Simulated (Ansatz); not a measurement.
Input and command of a plane-wave DFT calculation in Ansatz:

```yaml
crystal:
  lattice:
    - [2.4923023535, 1.4389314347, 4.4806666158]
    - [-2.4923023535, 1.4389314347, 4.4806666158]
    - [0.0, -2.8778628693, 4.4806666158]
  atoms:
    - { symbol: Ga, position: [0.3516826637, 0.3516826637, 0.3516826637] }
    - { symbol: Ga, position: [0.1483173363, 0.1483173363, 0.1483173363] }
    - { symbol: Ga, position: [0.6408779671, 0.6408779671, 0.6408779671] }
    - { symbol: Ga, position: [0.8591220329, 0.8591220329, 0.8591220329] }
    - { symbol: O, position: [0.552717201, 0.947282799, 0.25] }
    - { symbol: O, position: [0.25, 0.552717201, 0.947282799] }
    - { symbol: O, position: [0.947282799, 0.25, 0.552717201] }
    - { symbol: O, position: [0.4454647106, 0.0545352894, 0.75] }
    - { symbol: O, position: [0.75, 0.4454647106, 0.0545352894] }
    - { symbol: O, position: [0.0545352894, 0.75, 0.4454647106] }
basis:
  ecutwfc: 500
kpoints:
  mp_grid: { grid: [6, 6, 6] }
hamiltonian:
  xc: r2scan
scf:
  occupations: { method: gaussian, width: 0.05 }
output:
  forces: true
  stress: true
  eigenvalues: true
```

```bash
ansatz run input.yaml --threads 2 --pin off --max-ram 5120MiB --backend cpu --events-out ev --progress --plain --runs-dir out
```

Processor: Oxide Virtual Turin-like Processor (Zen 5), 2 threads, on a host shared with other jobs.

**Question.** Estimate time, memory and problem size.

**Answer.** About 14 s on 2 threads of Oxide Virtual Turin-like Processor (Zen 5), with other jobs on the host, peak memory 0.7 GiB. It solves 54 bands at 32 k points (the mesh reduced by symmetry) with about 2429 plane waves, in 8 SCF iterations.
